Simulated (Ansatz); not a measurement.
# Sb (fcc type): the cost of one run

Computed with Ansatz 0.2.0 (DFT, PBE, PAW with Ansatz's default frozen-core files, scalar-relativistic, unless a step's input says otherwise).

## 1. Starting point

Symmetry: Fm-3m, No. 225, cubic system. Conventional cell: a = 4.820 Å, b = 4.820 Å, c = 4.820 Å, α = 90.00°, β = 90.00°, γ = 90.00°. Sb (site symmetry m-3m) is surrounded by 12 Sb at 3.41 Å.

As a file:

```xyz
1
Lattice="0.0000 2.4101 2.4101 2.4101 0.0000 2.4101 2.4101 2.4101 0.0000" Properties=species:S:1:pos:R:3 pbc="T T T"
Sb    0.0000    0.0000    0.0000
```

## 2. Bulk cell relaxed, PAW

input.yaml reads:

```yaml
crystal:
  lattice:
    - [0.0, 2.4101422642, 2.4101422642]
    - [2.4101422642, 0.0, 2.4101422642]
    - [2.4101422642, 2.4101422642, 0.0]
  atoms:
    - { symbol: Sb, position: [0.0, 0.0, 0.0] }
kpoints:
  mp_grid: { grid: [16, 16, 16] }
scf:
  occupations: { method: fermi_dirac, width: 0.05 }
hamiltonian:
  xc: pbe
  pseudopotentials: { kind: paw }
output:
  forces: true
  stress: true
relax:
  f_tol: 0.005
  max_steps: 40
  cell: {}
```

Run with:

```
> ansatz run input.yaml --threads 1 --pin off --max-ram 3584MiB --backend cpu --events-out ev --progress --plain --runs-dir out
```

What time and memory should one allow on 1 thread of Intel Xeon 6975P-C (Granite Rapids), shared host?

About 4.6 s, with a peak of 0.4 GiB.
